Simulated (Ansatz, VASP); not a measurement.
## One calculation of Al2O3 (dpbe), two programs

The input INCAR:

```
SYSTEM = Al2O3
  ALGO = Normal
  EDIFF = 1E-6
  ENCUT = 520
  GGA = PE
  ISIF = 2
  ISMEAR = 0
  LASPH = .TRUE.
  LCHARG = .FALSE.
  LREAL = .FALSE.
  LWAVE = .FALSE.
  NBANDS = 35
  NELM = 100
  PREC = Accurate
  SIGMA = 0.1
```

File KPOINTS:

```
k-points
0
G
  6 6 6
  0 0 0
```

POSCAR

```
Al2O3
1.0
    2.3790760000      1.3735601700      4.3299000000
   -2.3790760000      1.3735601700      4.3299000000
    0.0000000000     -2.7471203400      4.3299000000
Al O
4 6
Direct
    0.3522900000      0.3522900000      0.3522900000
    0.1477100000      0.1477100000      0.1477100000
    0.6477100000      0.6477100000      0.6477100000
    0.8522900000      0.8522900000      0.8522900000
    0.5562100000      0.9437900000      0.2500000000
    0.2500000000      0.5562100000      0.9437900000
    0.9437900000      0.2500000000      0.5562100000
    0.4437900000      0.0562100000      0.7500000000
    0.7500000000      0.4437900000      0.0562100000
    0.0562100000      0.7500000000      0.4437900000
```

Input for Ansatz:

```yaml
crystal:
  lattice:
    - [2.379076, 1.37356017, 4.3299]
    - [-2.379076, 1.37356017, 4.3299]
    - [0.0, -2.74712034, 4.3299]
  atoms:
    - { symbol: Al, position: [0.35229, 0.35229, 0.35229] }
    - { symbol: Al, position: [0.14771, 0.14771, 0.14771] }
    - { symbol: Al, position: [0.64771, 0.64771, 0.64771] }
    - { symbol: Al, position: [0.85229, 0.85229, 0.85229] }
    - { symbol: O, position: [0.55621, 0.94379, 0.25] }
    - { symbol: O, position: [0.25, 0.55621, 0.94379] }
    - { symbol: O, position: [0.94379, 0.25, 0.55621] }
    - { symbol: O, position: [0.44379, 0.05621, 0.75] }
    - { symbol: O, position: [0.75, 0.44379, 0.05621] }
    - { symbol: O, position: [0.05621, 0.75, 0.44379] }
basis:
  ecutwfc: 420
kpoints:
  mp_grid: { grid: [6, 6, 6] }
hamiltonian:
  xc: pbe
  pseudopotentials: { kind: paw, azcp: { folder: soft_1 } }
scf:
  occupations: { method: gaussian, width: 0.1 }
output:
  forces: true
  stress: true
  eigenvalues: true
```

Alike in both runs: task single point; functional PBE; k mesh 6 × 6 × 6; occupations gaussian, width 0.1 eV; no spin polarisation.

```csv
,VASP,Ansatz
version,VASP 6.6.1,Ansatz 0.2.0
potentials or method,"VASP PAW PBE potentials, release 64 (Al, O)","scalar-relativistic, plane waves, PAW"
plane-wave cutoff (eV),520,420
valence electrons in the cell,48,48
```

|  | VASP | Ansatz | Ansatz less VASP |
| --- | --- | --- | --- |
| gap on the k mesh at the Fermi level (eV) | 6.24 | 6.24 | +0.004 |
| least direct gap on the mesh (eV) | 6.24 | 6.24 | +0.004 |
| pressure (GPa) | 7.6 | 7.6 | +0.01 |
| largest component of the traceless stress (GPa) | 0.59 | 0.58 | -0.015 |
| rms of the force components (eV/Å) | 0.020 | 0.023 | +0.0021 |

Atom by atom the forces differ by 0.003 eV/Å (rms over components).

A k mesh can miss the band edges. Expect the measured gap to be larger: semilocal functionals such as PBE lack the derivative discontinuity.
